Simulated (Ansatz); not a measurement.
# What SiC (model cell, started as layered BN type) distorts into, part 2 of 2

Which phase does SiC (model cell, started as layered BN type) fall into along its unstable mode, and how much energy does it gain?

Ansatz 0.2.0; DFT PBEsol, scalar-relativistic, plane waves, PAW.

So far, highest frequency on the path or at a solved wavevector (cm⁻¹): step 2 (phonons on a q mesh) 973. Also lowest frequency on the path (cm⁻¹): step 2 -593.

The structure was built from a prototype and need not be the compound's stable phase.

### 4. The mode frozen in, largest atomic shift 0.32 Å

The atoms are moved along the unstable eigenvector, the largest shift by 0.32 Å, with the cell fixed.

File input.yaml:

```yaml
crystal:
  lattice:
    - [-3.1677838643, 0.0, 0.0]
    - [0.0, 0.0, -4.6859849543]
    - [-1.5838919321, -8.2301439005, 0.0]
  atoms:
    - { symbol: Si, position: [0.7777777778, 0.7970928954, 0.4444444444] }
    - { symbol: Si, position: [0.4444444444, 0.7366078506, 0.1111111111] }
    - { symbol: Si, position: [0.1111111111, 0.7163009624, 0.7777777778] }
    - { symbol: Si, position: [0.2222222222, 0.2837003878, 0.5555555556] }
    - { symbol: Si, position: [0.8888888889, 0.2633932768, 0.2222222222] }
    - { symbol: Si, position: [0.5555555556, 0.2029075579, 0.8888888889] }
    - { symbol: C, position: [0.2222222222, 0.7012700753, 0.5555555556] }
    - { symbol: C, position: [0.8888888889, 0.73044007, 0.2222222222] }
    - { symbol: C, position: [0.5555555556, 0.8182880871, 0.8888888889] }
    - { symbol: C, position: [0.7777777778, 0.1817112617, 0.4444444444] }
    - { symbol: C, position: [0.4444444444, 0.2695582973, 0.1111111111] }
    - { symbol: C, position: [0.1111111111, 0.2987279637, 0.7777777778] }
kpoints:
  mp_grid: { grid: [10, 8, 10] }
hamiltonian:
  xc: pbesol
scf:
  occupations: { method: methfessel_paxton, width: 0.15 }
output:
  forces: true
  stress: true
  eigenvalues: true
  write_density: true
  write_potential: true
  elf: true
  volumetric_format: npy
```

On the command line:

```sh
$ ansatz run input.yaml --threads 4 --pin off --max-ram 7168MiB --backend cpu --events-out ev --progress --plain --runs-dir out
```

Numbers of over 12 decimals in the logs are rounded to 6 here.

What it wrote:

```text
[...]
k-point 0: bands = [... 20 lower, 8.8071, 9.2603, 9.6119, 11.0680, 12.0527, 12.3970, 12.9345, 15.2079, ... 8 higher]
  k-point 1: bands = [... 20 lower, 8.8315, 9.2588, 9.5872, 11.0375, 12.0158, 12.4742, 13.0171, 15.2447, ... 8 higher]
  k-point 2: bands = [... 20 lower, 8.9846, 9.2503, 9.6017, 10.9539, 11.9412, 12.6592, 13.2243, 15.3178, ... 8 higher]
  k-point 226: bands = [... 20 lower, 8.4543, 9.1899, 9.4583, 9.6496, 13.3483, 13.5103, 13.7505, 13.8183, ... 8 higher]
[key lines of the parts left out:]
SCF converged after 7 iterations
Free energy (F): -5208.576816 eV
Fermi energy:    11.367918 eV
P = ⅓ Tr σ = 4.3330 GPa (43.330 kbar)
```

Elapsed: 5.5 s, on 4 threads of AMD EPYC 9R45 (Zen 5), shared host; peak memory 1 GiB; 21 s of CPU time.

Numbers from this step:

| Property | Result |
| --- | --- |
| pressure | 4.333 GPa |
| gap on the k-mesh | 0.4840 eV |
| energy from the undistorted cell | -139.1 meV/atom |

The energy, extrapolated to zero smearing, is -139.14 meV/atom against the undistorted cell.

The run ends at a pressure of 4.33 GPa, with forces up to 1.7 eV/Å.

### 5. Energy along the mode, all amplitudes (two of the runs are shown above)

An imaginary frequency means negative curvature, so the energy should fall and then rise again as anharmonic terms take over.

This step gave:

* depth at the lowest point sampled: 139.1 meV/atom
* largest atomic shift at that point: 0.32 Å

Energy from the parent against largest atomic shift:

| largest atomic shift (Å) | energy from the parent (meV/atom) |
| --- | --- |
| 0.000 | 0 |
| 0.040 | -4.45 |
| 0.080 | -17.4 |
| 0.140 | -49.7 |
| 0.220 | -103 |
| 0.320 | -139 |
| 0.450 | 24.3 |

Displacement at unit largest shift by atom:

| atom | x (Å) | y (Å) | z (Å) | size |
| --- | --- | --- | --- | --- |
| Si1 | 0.00 | 0.00 | -0.69 | 0.69 |
| Si2 | 0.00 | 0.00 | 0.20 | 0.20 |
| Si3 | 0.00 | 0.00 | 0.49 | 0.49 |
| Si4 | 0.00 | 0.00 | -0.49 | 0.49 |
| Si5 | 0.00 | 0.00 | -0.20 | 0.20 |
| Si6 | 0.00 | 0.00 | 0.69 | 0.69 |
| C7 | 0.00 | 0.00 | 0.71 | 0.71 |
| C8 | 0.00 | 0.00 | 0.29 | 0.29 |
| C9 | 0.00 | 0.00 | -1.00 | 1.00 |
| C10 | 0.00 | 0.00 | 1.00 | 1.00 |
| C11 | 0.00 | 0.00 | -0.29 | 0.29 |
| C12 | 0.00 | 0.00 | -0.71 | 0.71 |

The lowest of the steps tried is at 0.32 Å, 139 meV/atom below the parent; the bottom of the well need not coincide with a step.

### 6. Relaxation from the frozen mode

Starting from the lowest point found, all atoms and the cell are let go, so that strain and other modes of the same symmetry can join in.

input.yaml, as its differences from that of step 4:

```diff
@@ -28,5 +28,6 @@
   eigenvalues: true
-  write_density: true
-  write_potential: true
-  elf: true
-  volumetric_format: npy
+relax:
+  adjacent_minimum: "off"
+  f_tol: 0.002
+  max_steps: 120
+  cell: { stress_tol: 0.03 }
```

What it wrote:

```text
[...]
Crystal: 12 atoms, lattice volume = 122.170 Å³
Basis set: ecut = 420 eV, 2405 PW (Γ), exchange–correlation on 48×64×120 points (8 copies of the dense FFT grid, shifted against one another)
Bands: 36, of which v1, the nominal top of the filled ones, is band 24 counted from 1 (23 counted from 0)
Symmetry: 4 space group operations
[...]
k-points: 227 of 800
[...]
SCF iter   1: F=—  HF=-5208.589748 eV  |F-HF|=—  |Δ(HF+E_count)|=         —  Δρ=5.77e-3  dr2=4.96e-2  ethr=1.77e-3  ⟨swp⟩=7.1  Hψ=44009  notcnv=0  defer=9
[...]
SCF iter   7: F=-5208.576816 eV  HF=-5208.576816 eV  |F-HF|=1.90e-9  |Δ(HF+E_count)|=   2.83e-8  S|Δr|=    0.00e0  Δρ=1.67e-6  dr2=2.89e-9  ethr=2.08e-10  ⟨swp⟩=9.8  Hψ=37409  notcnv=0
SCF 1 converged in 7 iterations: F = -5208.576816 eV  dr2 = 2.89e-9
[...]
relax step   1: F+E_penalty+E_count = -5208.57681575 eV  Δ(F+E_penalty+E_count) = +0.000e0 eV  max|allowed force component| = 1.669e0 eV/Å  Δτ_max = 0.0000 Å  P = +4.333 GPa  Ω = 122.170 Å³  (7 SCF iters, dr2 threshold 1.00e-7 eV, accepted)
Crystal: 12 atoms, lattice volume = 125.824 Å³
Basis set: ecut = 420 eV, 2469 PW (Γ), exchange–correlation on 48×64×120 points (8 copies of the dense FFT grid, shifted against one another)
[...]
SCF iter   6: F=-5209.944773 eV  HF=-5209.944773 eV  |F-HF|=2.80e-7  |Δ(HF+E_count)|=   2.32e-6  S|Δr|=    0.00e0  Δρ=2.45e-5  dr2=8.31e-7  ethr=2.50e-9  ⟨swp⟩=9.1  Hψ=40481  notcnv=0
the search or the solves at the SCF's close seem to have found levels that the self-consistency loop had missed (the run counts 1). By its estimate they hold under 1e-12 electrons; where the run keeps them, the occupations were computed again with them
SCF 2 converged in 6 iterations: F = -5209.944773 eV  dr2 = 8.31e-7
[...]
relax step   2: F+E_penalty+E_count = -5209.94477254 eV  Δ(F+E_penalty+E_count) = -1.368e0 eV  max|allowed force component| = 1.284e0 eV/Å  Δτ_max = 0.1457 Å  P = +0.376 GPa  Ω = 125.824 Å³  energy of the carried Pulay correction = -6.499e-3 eV  (6 SCF iters, dr2 threshold 1.20e-6 eV, accepted)
Crystal: 12 atoms, lattice volume = 128.129 Å³
Basis set: ecut = 420 eV, 2503 PW (Γ), exchange–correlation on 48×64×120 points (8 copies of the dense FFT grid, shifted against one another)
[...]
SCF iter   6: F=-5210.576667 eV  HF=-5210.576667 eV  |F-HF|=1.11e-7  |Δ(HF+E_count)|=   1.74e-6  S|Δr|=    0.00e0  Δρ=2.30e-5  dr2=7.09e-7  ethr=2.50e-9  ⟨swp⟩=9.4  Hψ=41544  notcnv=0
SCF 3 converged in 6 iterations: F = -5210.576667 eV  dr2 = 7.09e-7
[...]
relax step   3: F+E_penalty+E_count = -5210.57666654 eV  Δ(F+E_penalty+E_count) = -6.319e-1 eV  max|allowed force component| = 7.843e-1 eV/Å  Δτ_max = 0.1178 Å  P = -0.415 GPa  Ω = 128.129 Å³  energy of the carried Pulay correction = -1.050e-2 eV  (6 SCF iters, dr2 threshold 1.20e-6 eV, accepted)
[... from here on, the SCF cycles and remarks between the steps are left out ...]
relax step   4: F+E_penalty+E_count = -5210.69207904 eV  Δ(F+E_penalty+E_count) = -1.154e-1 eV  max|allowed force component| = 2.155e-1 eV/Å  Δτ_max = 0.0743 Å  P = +0.428 GPa  Ω = 128.168 Å³  energy of the carried Pulay correction = -1.057e-2 eV  (6 SCF iters, dr2 threshold 1.20e-6 eV, accepted)
relax step   5: F+E_penalty+E_count = -5210.70253466 eV  Δ(F+E_penalty+E_count) = -1.046e-2 eV  max|allowed force component| = 5.291e-2 eV/Å  Δτ_max = 0.0132 Å  P = -0.296 GPa  Ω = 128.746 Å³  energy of the carried Pulay correction = -1.156e-2 eV  (5 SCF iters, dr2 threshold 1.20e-6 eV, accepted)
relax step   6: F+E_penalty+E_count = -5210.70389357 eV  Δ(F+E_penalty+E_count) = -1.359e-3 eV  max|allowed force component| = 9.193e-3 eV/Å  Δτ_max = 0.0037 Å  P = +0.000 GPa  Ω = 128.532 Å³  energy of the carried Pulay correction = -1.119e-2 eV  (4 SCF iters, dr2 threshold 9.66e-7 eV, accepted)
relax step   7: F+E_penalty+E_count = -5210.70389969 eV  Δ(F+E_penalty+E_count) = -6.120e-6 eV  max|allowed force component| = 1.121e-3 eV/Å  Δτ_max = 0.0005 Å  P = -0.001 GPa  Ω = 128.534 Å³  energy of the carried Pulay correction = -1.120e-2 eV  (4 SCF iters, dr2 threshold 5.28e-9 eV, accepted)
relax step   8: F+E_penalty+E_count = -5210.74425925 eV  Δ(F+E_penalty+E_count) = -4.036e-2 eV  max|allowed force component| = 9.213e-3 eV/Å  Δτ_max = 0.0000 Å  P = +0.362 GPa  Ω = 128.534 Å³  stress off target by 9.69e-1 GPa  SCF on the basis re-selected at this cell (its energy is not comparable with the rows above)  (6 SCF iters)
relax step   9: F+E_penalty+E_count = -5210.74479485 eV  Δ(F+E_penalty+E_count) = -5.356e-4 eV  max|allowed force component| = 9.444e-3 eV/Å  Δτ_max = 0.0024 Å  P = +0.033 GPa  Ω = 128.808 Å³  energy of the carried Pulay correction = -4.915e-4 eV  (4 SCF iters, dr2 threshold 1.20e-6 eV, accepted)
relax step  10: F+E_penalty+E_count = -5210.74476475 eV  Δ(F+E_penalty+E_count) = +3.010e-5 eV  max|allowed force component| = 7.381e-4 eV/Å  Δτ_max = 0.0006 Å  P = -0.002 GPa  Ω = 128.834 Å³  energy of the carried Pulay correction = -5.389e-4 eV  (4 SCF iters, dr2 threshold 3.07e-8 eV, accepted)
[...]
SCF iter   5: F=-5210.745310 eV  HF=-5210.745310 eV  |F-HF|=5.46e-12  |Δ(HF+E_count)|=  2.46e-11  S|Δr|=    0.00e0  Δρ=1.33e-7  dr2=1.46e-11  ethr=1.00e-12  ⟨swp⟩=6.0  Hψ=30976  notcnv=0
SCF 11 converged in 5 iterations: F = -5210.745310 eV  dr2 = 1.46e-11
relax step  11: F+E_penalty+E_count = -5210.74530953 eV  Δ(F+E_penalty+E_count) = -5.448e-4 eV  max|allowed force component| = 7.308e-4 eV/Å  Δτ_max = 0.0000 Å  P = -0.001 GPa  Ω = 128.834 Å³  stress off target by 9.89e-3 GPa  SCF on the basis re-selected at this cell (its energy is not comparable with the rows above)  (5 SCF iters)
[...]
SCF converged after 5 iterations
[...]
Free energy (F): -5210.745310 eV
[...]
Internal energy: -5210.745310 eV  (E = F + TS)
E sigma→0 (E₀):  -5210.745310 eV
Fermi energy:    10.245846 eV
[...]
--- Forces (eV/Å), atoms counted from 1 ---
  atom   1  Si    -0.00000000     0.00073084     0.00041566
  atom   2  Si    -0.00000000     0.00002962    -0.00035920
  atom   3  Si     0.00000000    -0.00055117    -0.00004579
  atom   4  Si    -0.00000000     0.00055117     0.00004579
  atom   5  Si     0.00000000    -0.00002962     0.00035920
  atom   6  Si     0.00000000    -0.00073084    -0.00041566
  atom   7  C      0.00000000    -0.00042631    -0.00024897
  atom   8  C     -0.00000000     0.00013296     0.00059539
  atom   9  C      0.00000000    -0.00012507    -0.00034759
  atom  10  C     -0.00000000     0.00012507     0.00034759
  atom  11  C      0.00000000    -0.00013296    -0.00059539
  atom  12  C     -0.00000000     0.00042631     0.00024897
  max |Σ_I F_I| component: 5.42e-20 eV/Å
--- Stress (GPa, compression-positive) ---
       -0.002026       0.000000       0.000000
        0.000000      -0.009870      -0.000664
        0.000000      -0.000662       0.009503
  P = ⅓ Tr σ = -0.0008 GPa (-0.008 kbar)
--- Band table (eV; the first three rows and the last of 227) ---
  k-point 0: bands = [... 20 lower, 8.1055, 8.6872, 8.8125, 8.9801, 11.8850, 12.2112, 13.5614, 13.6360, ... 8 higher]
  k-point 1: bands = [... 20 lower, 8.0606, 8.6236, 8.8052, 8.9927, 11.8043, 12.3144, 13.6165, 13.6808, ... 8 higher]
  k-point 2: bands = [... 20 lower, 8.1612, 8.4382, 8.7818, 9.0027, 11.6745, 12.5157, 13.7499, 13.7862, ... 8 higher]
  k-point 226: bands = [... 20 lower, 6.9713, 7.2376, 7.5922, 7.8720, 11.9766, 12.2645, 13.0114, 13.1951, ... 8 higher]
--- Relaxed structure (9 steps of the walk, 9 accepted, 2 SCFs on fresh bases) ---
  F+E_penalty+E_count = -5210.74530953 eV   max|allowed force component| = 7.308e-4 eV/Å   (the final SCF, on the basis selected at the relaxed cell)
  cell:  # Å, volume = 128.8339 Å³
    - [-3.100488, -9.418066885153104e-12, 0]
    - [1.2184232800516263e-13, -0.040111, -5.174822]
    - [-1.550244, -8.030342, -0.070449]
  atoms:
    - { symbol: Si, position: [0.777832, 0.827691, 0.444336] }
    - { symbol: Si, position: [0.447907, 0.677615, 0.104186] }
    - { symbol: Si, position: [0.108904, 0.674867, 0.782192] }
    - { symbol: Si, position: [0.224429, 0.325133, 0.551142] }
    - { symbol: Si, position: [0.885426, 0.322385, 0.229147] }
    - { symbol: Si, position: [0.555501, 0.172309, 0.888997] }
    - { symbol: C, position: [0.226146, 0.696637, 0.547709] }
    - { symbol: C, position: [0.885678, 0.703869, 0.228645] }
    - { symbol: C, position: [0.557625, 0.806152, 0.884749] }
    - { symbol: C, position: [0.775708, 0.193848, 0.448584] }
    - { symbol: C, position: [0.447656, 0.296131, 0.104689] }
    - { symbol: C, position: [0.107188, 0.303363, 0.785625] }
```

Wall time 48 s (4 threads); peak memory 1.1 GiB.

Step by step:

| step | energy less that of the first step (eV) | largest force component (eV/Å) | pressure (GPa) | volume (Å³) |
| --- | --- | --- | --- | --- |
| 1 | 0.0000 | 1.6691 | 4.33 | 122.17 |
| 2 | -1.3680 | 1.2837 | 0.38 | 125.82 |
| 3 | -1.9999 | 0.7843 | -0.42 | 128.13 |
| 4 | -2.1153 | 0.2155 | 0.43 | 128.17 |
| 5 | -2.1257 | 0.0529 | -0.30 | 128.75 |
| 6 | -2.1271 | 0.0092 | 0.00 | 128.53 |
| 7 | -2.1271 | 0.0011 | 0.00 | 128.53 |
| 8* | -2.1674 | 0.0092 | 0.36 | 128.53 |
| 9 | -2.1680 | 0.0094 | 0.03 | 128.81 |
| 10 | -2.1679 | 0.0007 | 0.00 | 128.83 |
| 11* | -2.1685 | 0.0007 | 0.00 | 128.83 |

Relaxation steps marked * repeat the geometry before them on a plane-wave basis chosen anew for their cell, so energy and pressure can jump there.

Forces are held to the 4 operations that the run works with; a distortion that breaks them can't arise in this run.

| cell as run | before | after | change |
| --- | --- | --- | --- |
| a (Å) | 3.168 | 3.100 | -2.1 % |
| b (Å) | 4.686 | 5.175 | +10.4 % |
| c (Å) | 8.381 | 8.179 | -2.4 % |
| α (°) | 90.00 | 89.07 | -1.0 % |
| β (°) | 79.11 | 79.07 | -0.0 % |
| volume (Å³/atom) | 10.18 | 10.74 | +5.5 % |

The atoms that moved most (Å, as changes of fractional coordinates times the final cell):

| atom | dx | dy | dz | length |
| --- | --- | --- | --- | --- |
| Si2 | 0.000 | 0.058 | 0.306 | 0.311 |
| Si5 | 0.000 | -0.058 | -0.306 | 0.311 |
| Si3 | 0.000 | -0.034 | 0.214 | 0.217 |
| Si4 | 0.000 | 0.034 | -0.214 | 0.217 |
| Si6 | 0.000 | 0.000 | 0.158 | 0.158 |
| Si1 | 0.000 | 0.000 | -0.158 | 0.158 |
| C11 | 0.000 | 0.051 | -0.137 | 0.146 |
| C8 | 0.000 | -0.051 | 0.137 | 0.146 |

Final coordinates:

```cif
data_structure
_symmetry_space_group_name_H-M 'P 1'
_symmetry_Int_Tables_number 1
_cell_length_a 3.1005
_cell_length_b 5.1750
_cell_length_c 8.1789
_cell_angle_alpha 89.070
_cell_angle_beta 79.074
_cell_angle_gamma 90.000
_cell_volume 128.83
loop_
_atom_site_label
_atom_site_type_symbol
_atom_site_fract_x
_atom_site_fract_y
_atom_site_fract_z
_atom_site_occupancy
Si1 Si 0.77783 0.82769 0.44434 1
Si2 Si 0.44791 0.67761 0.10419 1
Si3 Si 0.10890 0.67487 0.78219 1
Si4 Si 0.22443 0.32513 0.55114 1
Si5 Si 0.88543 0.32239 0.22915 1
Si6 Si 0.55550 0.17231 0.88900 1
C7 C 0.22615 0.69664 0.54771 1
C8 C 0.88568 0.70387 0.22864 1
C9 C 0.55763 0.80615 0.88475 1
C10 C 0.77571 0.19385 0.44858 1
C11 C 0.44766 0.29613 0.10469 1
C12 C 0.10719 0.30336 0.78562 1
```

This step gave:

- pressure: -7.98e-4 GPa
- gap on the k-mesh: 2.428 eV
- volume per atom: 10.74 Å³

The distorted start has space group C2/m; the relaxation ends in C2/m.

### 7. The phases reached

The phases reached along the modes that were followed are set side by side.

Energies are those of the first relaxation, on the mesh of the frozen mode; space group, volume and gap are those of the last relaxation. Phases, by row:

| mode frozen in | space group | energy from parent (meV/atom) | volume (Å³/atom) | gap on mesh (eV) | lowest zone-centre optical mode (cm⁻¹) | largest shift (Å) |
| --- | --- | --- | --- | --- | --- | --- |
| parent | P6_3/mmc | 0 | 10.18 | 0 | – | – |
| q = (0, 0, 0), 593i cm⁻¹ | P6_3mc | -442.2 | 10.34 | 2.124 | 253.2 | 0.313 |
| q = (0, 0.333, 0), 477i cm⁻¹ | C2/m | -319.8 | 10.74 | 2.428 | – | 0.402 |

### 8. What came out

```json
{
  "unstable mode of the parent": "q = (0, 0.333, 0), 477i cm⁻¹",
  "depth at the lowest point sampled": "139 meV/atom",
  "largest atomic shift at that point": "0.32 Å",
  "space group reached (within 0.01 Å)": "C2/m",
  "energy gained over the parent (first relaxation, on the mesh of the frozen mode)": "320 meV/atom",
  "volume per atom, phase reached": "10.7 Å³",
  "gap on the k-mesh, phase reached": "2.43 eV"
}
```

**Reading.** Along this mode the structure falls into C2/m, 320 meV/atom below the parent. At the parent's cell the well is 139.1 meV/atom deep on the steps tried, with its lowest point at a shift of 0.32 Å. Relaxing atoms and cell changes the gain by +180.71 meV/atom against the lowest step (energies at zero smearing). The modes of the phase reached were not computed on this path. Of the 2 patterns followed to their end from this parent, this one ends 122 meV/atom above the lowest, P6_3mc. Each path keeps the symmetry of its pattern, so a lower phase may lie along a pattern not tried. With no gap, or one that is small against the smearing, the frequencies hang on the k mesh and the smearing, most of all near Kohn anomalies. A phonon run warned that its eigensolver left some bands unconverged in a pass. The starting cell was built on a prototype and not taken from a measurement, so the phase need not exist.

[Logs are printed without paths, hosts, clocks, repeated set-up lines and the standing remarks that a program may print on its own settings, such as how far it seeks lower states.]

[Hosts, paths, dates, database ids (printed as entryN), source tags and the programs' standing remarks are cut or masked in the printed files.]
